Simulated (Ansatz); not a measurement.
# Te2Mo (P2_1/m) in Ansatz: single point with PBE

Aim: the single point of Te2Mo with PBE.

Everything below comes from runs of Ansatz 0.2.0. Logs are shortened: lines on timing, memory, paths and dates and some standing lists are left out, and cuts for length are marked.

**1. The crystal as given**

The structure is monoclinic, space group P2_1/m (No. 11). The conventional cell has a = 6.330 Å, b = 3.469 Å, c = 13.860 Å, α = 90.00°, β = 93.92°, γ = 90.00°. Te (site symmetry m) has 3 Mo at 2.79 to 2.81 Å as nearest neighbours. Te (site symmetry m) has 3 Mo at 2.70 Å as nearest neighbours. Te (site symmetry m) has 3 Mo at 2.79 to 2.82 Å as nearest neighbours. Te (site symmetry m) is surrounded by 3 Mo at 2.70 to 2.71 Å. Mo (site symmetry m) has 6 Te at 2.70 to 2.82 Å and 2 Mo at 2.89 Å as nearest neighbours. Mo (site symmetry m) is surrounded by 6 Te at 2.70 to 2.81 Å and 2 Mo at 2.90 Å.

**2. Single point, PBE**

input.yaml

```yaml
crystal:
  lattice:
    - [6.33, 0.0, 0.0]
    - [0.0, 3.469, 0.0]
    - [-0.9467947088, 0.0, 13.8276237937]
  atoms:
    - { symbol: Te, position: [0.9437, 0.75, 0.6045] }
    - { symbol: Te, position: [0.0563, 0.25, 0.3955] }
    - { symbol: Te, position: [0.903, 0.25, 0.8514] }
    - { symbol: Te, position: [0.097, 0.75, 0.1486] }
    - { symbol: Te, position: [0.4112, 0.75, 0.8955] }
    - { symbol: Te, position: [0.5888, 0.25, 0.1045] }
    - { symbol: Te, position: [0.4432, 0.25, 0.6484] }
    - { symbol: Te, position: [0.5568, 0.75, 0.3516] }
    - { symbol: Mo, position: [0.8167, 0.75, 0.9926] }
    - { symbol: Mo, position: [0.1833, 0.25, 0.0074] }
    - { symbol: Mo, position: [0.6819, 0.25, 0.4934] }
    - { symbol: Mo, position: [0.3181, 0.75, 0.5066] }
hamiltonian:
  xc: pbe
  pseudopotentials: { kind: paw }
kpoints:
  mp_grid: { grid: [4, 8, 2] }
scf:
  occupations: { method: fermi_dirac, width: 0.05 }
basis:
  ecutwfc: "600 eV"
output:
  forces: true
  stress: true
  eigenvalues: true
```

Potentials or basis: Ansatz PAW.

On the command line:

```console
> ansatz run input.yaml --threads 2 --pin off --max-ram 5120MiB --backend cpu --events-out ev --progress --plain --runs-dir out
```

Output:

```text
Warning: RAYON_NUM_THREADS=2 ignored (pool sized by the plan → 2); use --threads N
Engine: ansatz 0.2.0, aarch64-unknown-linux-gnu
Pseudopotentials: kind: paw
Pseudopotential: Te, paw, valence charge 16, recommended cutoff 420 eV (normal), Te.paw.azcp
Pseudopotential: Mo, paw, valence charge 14, recommended cutoff 420 eV (normal), Mo.paw.azcp
Functional definition: PBE
  parameter kappa = 0.804
[... 58 lines left out ...]
  atom   9  Mo     0.08654872     0.00000000     0.02203036
  atom  10  Mo    -0.08654872     0.00000000    -0.02203036
  atom  11  Mo    -0.17560925     0.00000000     0.03117844
  atom  12  Mo     0.17560925     0.00000000    -0.03117844
  max |Σ_I F_I| component: 2.78e-17 eV/Å
--- Stress (GPa, compression-positive) ---
        2.799796       0.000000       0.085658
        0.000000       2.406955       0.000000
        0.085658       0.000000       2.390774
  P = ⅓ Tr σ = 2.5325 GPa (25.325 kbar)
--- Band table (eV; the first three rows and the last of 30) ---
  k-point 0: bands = ["-48.5781", "-48.5538", "-48.5215", "-48.4959", "-24.5555", "-24.5487", "-24.5395", "-24.5390", "-24.5234", "-24.5161", "-24.5122", "-24.5060", "-24.5058", "-24.5051", "-24.4976", "-24.4839", "-24.4796", "-24.4763", "-24.4739", "-24.4728", "-24.4656", "-24.4546", "-24.4518", "-24.4505", "-24.4430", "-24.4407", "-24.4371", "-24.4350", "-24.4183", "-24.4145", "-24.4084", "-24.4015", "-24.3996", "-24.3963", "-24.3704", "-24.3656", "-24.3587", "-24.3583", "-24.3501", "-24.3460", "-24.3284", "-24.3208", "-24.3131", "-24.3088", "-22.8194", "-22.7980", "-22.7354", "-22.7169", "-22.7118", "-22.6922", "-22.5811", "-22.5589", "-22.5540", "-22.5313", "-22.4061", "-22.3793", "-0.6972", "-0.3767", "0.2130", "0.7351", "1.1661", "1.3582", "1.3641", "1.6079", "6.5495", "6.7195", "6.8553", "7.4045", "7.8516", "8.0104", "8.2553", "8.4051", "9.0108", "9.9037", "9.9167", "9.9949", "10.0076", "10.0485", "10.1691", "10.4949", "10.6686", "10.6872", "11.0841", "11.2351", "11.5659", "11.7764", "11.8860", "12.0055", "12.0755", "12.3884", "12.5956", "12.6224", "12.9419", "13.1885", "13.4083", "13.5042", "13.6134", "14.2762", "14.5181", "14.5394", "14.7418", "15.1885", "15.4790", "15.4881", "15.6629", "15.8044", "15.9464", "16.1056", "17.0444", "17.1754", "17.5731"]
  k-point 1: bands = ["-48.5781", "-48.5538", "-48.5215", "-48.4959", "-24.5555", "-24.5487", "-24.5395", "-24.5390", "-24.5234", "-24.5161", "-24.5122", "-24.5059", "-24.5058", "-24.5051", "-24.4976", "-24.4839", "-24.4796", "-24.4763", "-24.4739", "-24.4728", "-24.4656", "-24.4546", "-24.4518", "-24.4505", "-24.4430", "-24.4407", "-24.4371", "-24.4350", "-24.4183", "-24.4145", "-24.4084", "-24.4015", "-24.3996", "-24.3963", "-24.3704", "-24.3656", "-24.3587", "-24.3583", "-24.3501", "-24.3460", "-24.3284", "-24.3208", "-24.3131", "-24.3088", "-22.8194", "-22.7980", "-22.7354", "-22.7169", "-22.7118", "-22.6922", "-22.5811", "-22.5589", "-22.5540", "-22.5313", "-22.4061", "-22.3793", "-0.5902", "-0.5555", "0.4967", "0.5230", "1.1885", "1.2016", "1.5423", "1.5606", "6.6515", "6.6995", "7.1369", "7.1731", "7.5773", "7.7018", "8.3981", "8.6095", "9.4690", "9.6135", "9.9371", "9.9573", "10.0127", "10.0437", "10.2780", "10.3266", "10.6282", "10.7884", "11.0466", "11.1409", "11.7026", "11.7364", "11.8140", "11.8657", "12.4371", "12.4749", "12.4887", "12.4898", "12.9571", "13.0680", "13.4275", "13.4884", "13.9915", "14.2133", "14.5214", "14.5977", "14.6065", "14.6210", "15.7460", "15.7501", "15.7654", "15.7944", "15.8599", "15.8647", "17.1983", "17.3610", "17.6130"]
  k-point 2: bands = ["-48.5752", "-48.5508", "-48.5228", "-48.4972", "-24.5527", "-24.5454", "-24.5406", "-24.5398", "-24.5206", "-24.5132", "-24.5128", "-24.5075", "-24.5067", "-24.5063", "-24.4969", "-24.4842", "-24.4806", "-24.4766", "-24.4744", "-24.4743", "-24.4648", "-24.4520", "-24.4511", "-24.4472", "-24.4434", "-24.4410", "-24.4386", "-24.4366", "-24.4148", "-24.4112", "-24.4090", "-24.4030", "-24.4013", "-24.3980", "-24.3710", "-24.3655", "-24.3604", "-24.3584", "-24.3498", "-24.3458", "-24.3282", "-24.3209", "-24.3127", "-24.3086", "-22.8161", "-22.7948", "-22.7558", "-22.7324", "-22.7074", "-22.6826", "-22.6012", "-22.5743", "-22.5471", "-22.5194", "-22.4075", "-22.3806", "-0.5207", "-0.2017", "0.3330", "0.8381", "1.2539", "1.4375", "1.4739", "1.7127", "6.7322", "6.9075", "7.0267", "7.5073", "7.8920", "8.2072", "8.3553", "8.3976", "8.9352", "9.4894", "9.6091", "9.7038", "9.8465", "10.0906", "10.1899", "10.2182", "10.6240", "10.6968", "10.7009", "11.1302", "11.3218", "11.5390", "11.5771", "11.5835", "11.9180", "12.2472", "12.2537", "12.4045", "12.5035", "12.7623", "13.6309", "13.7587", "13.8105", "14.2472", "14.3629", "14.4079", "14.6128", "14.6577", "14.8089", "14.9956", "15.2290", "15.6675", "15.6864", "15.8481", "17.3046", "17.3664", "18.1804"]
  k-point 29: bands = ["-48.5441", "-48.5441", "-48.5192", "-48.5192", "-24.5523", "-24.5523", "-24.5269", "-24.5269", "-24.5186", "-24.5186", "-24.5184", "-24.5184", "-24.4950", "-24.4950", "-24.4896", "-24.4896", "-24.4859", "-24.4859", "-24.4760", "-24.4760", "-24.4573", "-24.4573", "-24.4454", "-24.4454", "-24.4426", "-24.4426", "-24.4286", "-24.4286", "-24.4101", "-24.4101", "-24.4096", "-24.4096", "-24.3925", "-24.3925", "-24.3719", "-24.3719", "-24.3614", "-24.3614", "-24.3462", "-24.3462", "-24.3240", "-24.3240", "-24.3090", "-24.3090", "-22.8587", "-22.8587", "-22.8363", "-22.8363", "-22.6430", "-22.6430", "-22.6173", "-22.6173", "-22.4671", "-22.4671", "-22.4397", "-22.4397", "1.4343", "1.4343", "1.5344", "1.5344", "1.8055", "1.8055", "1.8702", "1.8702", "6.5290", "6.5290", "6.6040", "6.6040", "7.5351", "7.5351", "7.6547", "7.6547", "8.8524", "8.8524", "9.0881", "9.0881", "9.8153", "9.8153", "9.8946", "9.8946", "10.1392", "10.1392", "10.1996", "10.1996", "10.6183", "10.6183", "10.7057", "10.7057", "11.4455", "11.4455", "11.5282", "11.5282", "13.5305", "13.5305", "13.5515", "13.5515", "14.1515", "14.1515", "14.2514", "14.2514", "14.6729", "14.6729", "14.8137", "14.8137", "15.7860", "15.7860", "15.9225", "15.9225", "17.0157", "17.0157", "17.1946"]
```

Wall time 46 s (2 threads of Arm Neoverse V1, shared host); peak memory 1.6 GiB.

Results:

```yaml
Free_energy: -75666.6373 eV
Pressure: 2.5 GPa
Largest_force: 0.178 eV/Å
Band_gap_on_the_k_mesh: none (metal or under the smearing width)
```

Forces in eV/Å, atoms in the order of the input:
```
Te   0.074  0.000  0.066
Te  -0.074  0.000 -0.066
Te  -0.009  0.000 -0.147
Te   0.009  0.000  0.147
Te   0.057  0.000 -0.027
Te  -0.057  0.000  0.027
Te  -0.018  0.000  0.107
Te   0.018  0.000 -0.107
Mo   0.087  0.000  0.022
Mo  -0.087  0.000 -0.022
Mo  -0.176  0.000  0.031
Mo   0.176  0.000 -0.031
```

Stress tensor (GPa, compression positive):
```
2.80 0.00 0.09
0.00 2.41 0.00
0.09 0.00 2.39
```

Spin-orbit coupling is left out, which matters for the levels of Te.
